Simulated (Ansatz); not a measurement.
Here is an Ansatz 0.2.0 calculation.

The input input.yaml:

```yaml
crystal:
  lattice:
    - [2.4705617809, 0.0, 0.0]
    - [-1.2352808905, 2.1395692639, 0.0]
    - [0.0, 0.0, 8.0882338]
  atoms:
    - { symbol: Co, position: [0.6666666667, 0.3333333333, 0.75], spin: 2.0 }
    - { symbol: Co, position: [0.0, 0.0, 0.5], spin: 2.0 }
    - { symbol: Co, position: [0.3333333333, 0.6666666667, 0.25], spin: 2.0 }
    - { symbol: Co, position: [0.0, 0.0, 0.0], spin: 2.0 }
hamiltonian:
  xc: rpbe
  pseudopotentials: { kind: paw }
  dispersion: d4
magnetization:
  spin_polarized: true
kpoints:
  mp_grid: { grid: [12, 12, 4] }
scf:
  occupations: { method: fermi_dirac, width: 0.05 }
output:
  forces: true
  stress: true
relax:
  f_tol: 0.01
  max_steps: 40
  cell: { stress_tol: 0.05 }
```

Potentials or basis: Ansatz PAW.

Run with:

```bash
$ ansatz run input.yaml --threads 2 --pin off --max-ram 5120MiB --backend cpu --events-out ev --progress --plain --runs-dir out
```

**Question.** Estimate the relaxed volume.

**Answer.** 10.61 Å³/atom.

**Question.** Estimate the net moment.

**Answer.** 6.63 μB per cell.

**Question.** Estimate the space group after relaxing (to 0.05 Å).

**Answer.** P6_3/mmc (No. 194).

The path:
| step | energy change (eV) | largest force (eV/Å) | volume (Å³) |
| --- | --- | --- | --- |
| 1 | 0.0000 | 0.0000 | 42.75 |
| 2 | -0.0042 | 0.0000 | 42.59 |
| 3 | -0.0060 | 0.0000 | 42.44 |
| 4 | -0.0060 | 0.0000 | 42.44 |
| 5 | -0.0057 | 0.0000 | 42.44 |

Caveat: the plane-wave basis is chosen anew once the cell has moved, so the energies of steps on either side of that aren't comparable; the PAW data sets come from PBE, with cores solved anew for the run's functional, which leaves a small shift of forces and pressure.
